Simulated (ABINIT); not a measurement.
# GaAs (F-43m): G0W0 in ABINIT against the bands in the self-energy, part 2 of 2

How does the gap of GaAs (F-43m) converge in the bands in the self-energy?

ABINIT 10.8.3; PBE and many-body steps on it, plane waves. Known limits of the many-body steps: not at the basis limit; exchange with frozen shells missing; screening runs away on this mesh; no spin-orbit coupling; coarse k mesh.

So far. Step 2 (Screening, 4×4×4 mesh, 304 bands, screening to 272.1 eV): Local fields lower ε∞ by 6 %. The value itself is an artefact of the mesh, where one narrow direct gap carries too much weight.

### Step 6. 87 bands

Level of this step: G0W0 on PBE, plane waves, norm-conserving pseudopotentials (ABINIT).

The self-energy is evaluated for the states that the input lists, and the levels follow from it, in one-shot runs by the linearised quasiparticle equation.

Input file run.abi:

```
acell 3*1.0 Angstrom
rprim 
  0.000000000000 2.826850000000 2.826850000000
  2.826850000000 0.000000000000 2.826850000000
  2.826850000000 2.826850000000 -0.000000000000
ntypat 2
znucl 31 33
natom 2
typat 1 2
xred 
  0.000000000000 0.000000000000 0.000000000000
  0.250000000000 0.250000000000 0.250000000000
pp_dirpath "pseudos"
pseudos "Ga.upf, As.upf"
ecut 38
ngkpt 4 4 4
nshiftk 1
shiftk 0 0 0
kptopt 1
chksymbreak 0
istwfk *1
occopt 1
irdwfk 1
optdriver 4
nband 87
gwcalctyp 0
ecutsigx 38
symsigma 1
nkptgw 1
kptgw 
  0.0000000000 0.0000000000 0.0000000000
bdgw 
  12 18
ecuteps 10
irdscr 1
ppmodel 1
indata_prefix "in"
outdata_prefix "out"
tmpdata_prefix "tmp"
```

Launch:

```sh
$ OMP_NUM_THREADS=1 mpirun -n 8 abinit run.abi > log
```

The log of the run:

```text
.Version 10.8.3 of ABINIT. v10.8.2 released Aug 2026.

 Symmetries : space group F-4 3 m (#216); Bravais cF (face-center cubic)
[... echo of the input left out ...]
== DATASET  1 ==================================================================
-   mpi_nproc: 8, omp_nthreads: 1 (-1 if OMP is not activated)

--- !DatasetInfo
iteration_state: {dtset: 1, }
dimensions: {natom: 2, nkpt: 8, mband: 87, nsppol: 1, nspinor: 1, nspden: 1, mpw: 3479, }
cutoff_energies: {ecut:  38.0, pawecutdg:  -1.0, }
[...]
16   7.763 -10.841  -6.854  -4.132   0.800  -0.249 -10.957  -0.116   7.647
       17   7.763 -10.841  -6.854  -4.132   0.800  -0.249 -10.957  -0.116   7.647
       18   7.763 -10.841  -6.854  -4.132   0.800  -0.249 -10.957  -0.116   7.647

== END DATASET(S) ==============================================================
================================================================================

 -outvars: echo values of variables after computation  --------
           etotal      0.0000000000E+00
            nband          87
             nkpt           8
          spgroup         216
 [... the other variables as echoed above ...]

 Calculation completed.
```

Elapsed: 11 s, on 8 MPI ranks of Intel Xeon Platinum 8259CL at 2.50GHz (Skylake/Cascade Lake), shared host; peak memory 1.9 GiB; 88 s of CPU time.

Numbers from this step:

- G0W0 gap on the points computed: 1.099 eV
- starting gap on the mesh: 0.5137 eV
- k of the valence top: 0, 0, 0
- k of the conduction bottom: 0, 0, 0
- least direct G0W0 gap on the computed points: 1.099 eV

The gap on the mesh goes from 0.51 eV to 1.10 eV, a correction of +0.59 eV.

### Step 7. 183 bands

Changes to run.abi since step 6:

```diff
@@ -24,3 +24,3 @@
 optdriver 4
-nband 87
+nband 183
 gwcalctyp 0
```

The log of the run:

```text
.Version 10.8.3 of ABINIT. v10.8.2 released Aug 2026.

 Symmetries : space group F-4 3 m (#216); Bravais cF (face-center cubic)
[... echo of the input left out ...]
== DATASET  1 ==================================================================
-   mpi_nproc: 8, omp_nthreads: 1 (-1 if OMP is not activated)

--- !DatasetInfo
iteration_state: {dtset: 1, }
dimensions: {natom: 2, nkpt: 8, mband: 183, nsppol: 1, nspinor: 1, nspden: 1, mpw: 3479, }
cutoff_energies: {ecut:  38.0, pawecutdg:  -1.0, }
[...]
16   7.763 -10.841  -6.854  -4.288   0.800  -0.251 -11.081  -0.240   7.522
       17   7.763 -10.841  -6.854  -4.288   0.800  -0.251 -11.081  -0.240   7.522
       18   7.763 -10.841  -6.854  -4.288   0.800  -0.251 -11.081  -0.240   7.522

== END DATASET(S) ==============================================================
================================================================================

 -outvars: echo values of variables after computation  --------
           etotal      0.0000000000E+00
            nband         183
             nkpt           8
          spgroup         216
 [... the other variables as echoed above ...]

 Calculation completed.
```

Run time: 21 s. Hardware: 8 MPI ranks; peak memory 2.3 GiB.

This step gave:

| Quantity | Value |
| --- | --- |
| G0W0 gap on the points computed | 1.066 eV |
| starting gap on the mesh | 0.5137 eV |
| k of the valence top | 0, 0, 0 |
| k of the conduction bottom | 0, 0, 0 |
| least direct G0W0 gap on the computed points | 1.066 eV |

Against the run before, the gap moves by −0.033 eV.

### Step 8. 304 bands

Changes to run.abi since step 7:

```diff
@@ -24,3 +24,3 @@
 optdriver 4
-nband 183
+nband 304
 gwcalctyp 0
```

The log of the run:

```text
.Version 10.8.3 of ABINIT. v10.8.2 released Aug 2026.

 Symmetries : space group F-4 3 m (#216); Bravais cF (face-center cubic)
[... echo of the input left out ...]
== DATASET  1 ==================================================================
-   mpi_nproc: 8, omp_nthreads: 1 (-1 if OMP is not activated)

--- !DatasetInfo
iteration_state: {dtset: 1, }
dimensions: {natom: 2, nkpt: 8, mband: 304, nsppol: 1, nspinor: 1, nspden: 1, mpw: 3479, }
cutoff_energies: {ecut:  38.0, pawecutdg:  -1.0, }
[...]
16   7.763 -10.841  -6.854  -4.335   0.799  -0.251 -11.119  -0.279   7.484
       17   7.763 -10.841  -6.854  -4.335   0.799  -0.251 -11.119  -0.279   7.484
       18   7.763 -10.841  -6.854  -4.335   0.799  -0.251 -11.119  -0.279   7.484

== END DATASET(S) ==============================================================
================================================================================

 -outvars: echo values of variables after computation  --------
           etotal      0.0000000000E+00
            nband         304
             nkpt           8
          spgroup         216
 [... the other variables as echoed above ...]

 Calculation completed.
```

The job ended after 30 s (8 MPI ranks; peak memory 2.8 GiB; 3.9 min of CPU time).

Numbers from this step:

| Property | Result |
| --- | --- |
| G0W0 gap on the points computed | 1.067 eV |
| starting gap on the mesh | 0.5137 eV |
| k of the valence top | 0, 0, 0 |
| k of the conduction bottom | 0, 0, 0 |
| least direct G0W0 gap on the computed points | 1.067 eV |

Against the run before, the gap moves by +0.001 eV.

### Step 9. Side by side

Times are wall times on 8 MPI ranks of Intel Xeon Platinum 8259CL at 2.50GHz (Skylake/Cascade Lake), shared host, good to a factor of about two. A run's time includes the screening step that it read.

```
      run   mesh  bands  screening cutoff (eV)  DFT gap (eV)  gap on the mesh (eV)  direct (eV)  ε∞ used     time
 22 bands  4×4×4     22                  272.1         0.514                 1.083        1.083   139.56  2.3 min
 23 bands  4×4×4     23                  272.1         0.514                 1.131        1.131   139.56  2.3 min
 39 bands  4×4×4     39                  272.1         0.514                 1.154        1.154   139.56  2.4 min
 87 bands  4×4×4     87                  272.1         0.514                 1.099        1.099   139.56  2.4 min
183 bands  4×4×4    183                  272.1         0.514                 1.066        1.066   139.56  2.6 min
304 bands  4×4×4    304                  272.1         0.514                 1.067        1.067   139.56  2.7 min
```

### Step 10. Summary of results

| Quantity | Value |
| --- | --- |
| 22 bands | 1.083 eV |
| 23 bands | 1.131 eV |
| 39 bands | 1.154 eV |
| 87 bands | 1.099 eV |
| 183 bands | 1.066 eV |
| 304 bands | 1.067 eV |
| known limits | not at the basis limit; exchange with frozen shells missing; screening runs away on this mesh; no spin-orbit coupling; coarse k mesh |

In words: The setting moved: bands in the self-energy. From 22 bands to 304 bands the gap moves by −0.02 eV, not steadily: it passes through 1.15 eV. It holds to 0.03 eV from 183 bands on. Bands and screening cutoff are coupled, so a series along one setting does not show full convergence. Bands and cutoff are finite, so the gap is not at the basis limit. The miss can reach some tenths of an eV and take either sign; the mesh is an error of its own. In the G0W0 runs levels were corrected at 1 k point alone, so a gap called «on the mesh» is the least over those, and an edge elsewhere would be missed. The 4×4×4 mesh is coarse for this cell, which bears on the long-range parts of exchange and screening. The norm-conserving file of at least one element keeps a d shell over frozen s and p shells of the same row. Exchange with those shells is missing from the self-energy, an error of 0.3 to 0.9 eV in cases checked, whose sign depends on which edge lies on those atoms. For the PBE start: On this mesh the RPA ε∞ passes 90, more than nearly any semiconductor shows; a coarse mesh does this where one point with a narrow direct gap carries much weight. The screening is then too strong, and the G0W0 gap should not be taken as the material's. The many-body steps are scalar-relativistic: spin-orbit coupling is not in them.

[Paths, hosts, dates, memory and timing lines, banners, echoed tables and standing remarks are left out of the program output.]

[Logs are printed without paths, hosts, clocks, repeated set-up lines and the standing remarks that a program may print on its own settings, such as how far it seeks lower states.]

[Runs of the session that timed out or met a known fault of the program may be left out.]

[Hosts, paths, dates, database ids (printed as entryN), source tags and the programs' standing remarks are cut or masked in the printed files.]

[G0W0 gaps are taken among the corrected bands and points alone; a level outside them can change the order at an edge.]

[Where Ansatz stands beside ABINIT at settings called matched, ABINIT's density can come from a denser mesh and the files from another edition; pairs whose starting gaps differed by over 0.03 eV were left out, so agreement reads better than it is.]
